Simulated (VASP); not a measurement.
C under changes of volume

One of the cells (8.476 Å³/atom); the others are scaled copies at fixed shape and fractional positions:

```
CELL_PARAMETERS angstrom
2.11797 -1.22314 -0.00365
2.11797 1.22314 -0.00365
-1.37901 0.00000 3.27438
ATOMIC_POSITIONS crystal
C 0.16656 0.16656 0.99972
C 0.83344 0.83344 0.00028
```

This is a stacking variant of graphite.

* Program: VASP 6.6.1
* Functional: LDA
* Potentials or basis: VASP PAW LDA potentials, release 64 (C)
* Cutoff: 520 eV
* k mesh: 12 × 12 × 8
* Occupations: gaussian, width 0.02 eV
* Spin: no spin polarisation

| volume (Å³/atom) | energy over the lowest point (meV/atom) | pressure (GPa) | gap on the mesh (eV) | largest force (eV/Å) |
| --- | --- | --- | --- | --- |
| 8.137 | 15.02 | 13.6 | 0.77 | 0.013 |
| 8.307 | 4.06 | 6.8 | 0.75 | 0.012 |
| 8.476 | 0.00 | 0.6 | 0.73 | 0.011 |
| 8.646 | ? | ? | ? | ? |
| 8.815 | 10.27 | -10.3 | 0.69 | 0.009 |

Question: What does the run at 8.646 Å³/atom give?

Answer: Energy over the lowest point 2.25 meV/atom; pressure -5.1 GPa; gap on the mesh 0.71 eV; largest force 0.010 eV/Å.

Worked out: A Birch-Murnaghan fit of order 2 (a polynomial in V^(-2/3)) to the other rows has its minimum at 8.50 Å³/atom with B0 = V·E''(V) = 294 GPa at fixed shape and positions, which overstates the stiffness. It gives 2.31 meV/atom at 8.646 Å³/atom, against the run's 2.25, and -dE/dV = -4.9 GPa, against -5.1. A straight line through the other rows of the gap, of slope -1 eV per unit of ln V, gives 0.71 eV, against the run's 0.71.

Energies are extrapolated to zero smearing.

A mesh can miss the band edges.
